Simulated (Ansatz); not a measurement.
Os:

```
Os
1.0
     2.73410    0.00000    0.00000
    -1.36705    2.36780    0.00000
     0.00000    0.00000    4.31970
Os
2
Direct
  0.66667 0.33333 0.75000
  0.33333 0.66667 0.25000
```

Base run:

* Program: Ansatz 0.2.0
* Functional: PBEsol
* Potentials or basis: all-electron LAPW, relativistic spinors
* Cutoff: 295 eV
* Density cutoff: 1181 eV
* Basis error allowed: 0.001 eV/atom
* k mesh: 8 × 8 × 5
* Occupations: fermi-dirac, width 0.05 eV
* Spin: spin-orbit coupling, no magnetisation

Its results: pressure -3.0 GPa.

Problem. The run is repeated on the same cell with these changes: functional from PBEsol to LDA. What comes out?

Solution. Pressure -9.0 GPa.

LDA binds more tightly than PBEsol, so the same cell stands under less pressure.

Caveats: the k mesh is thin for a metal, which can move the energy by tens of meV per atom.

Not every run made on this cell is shown here.
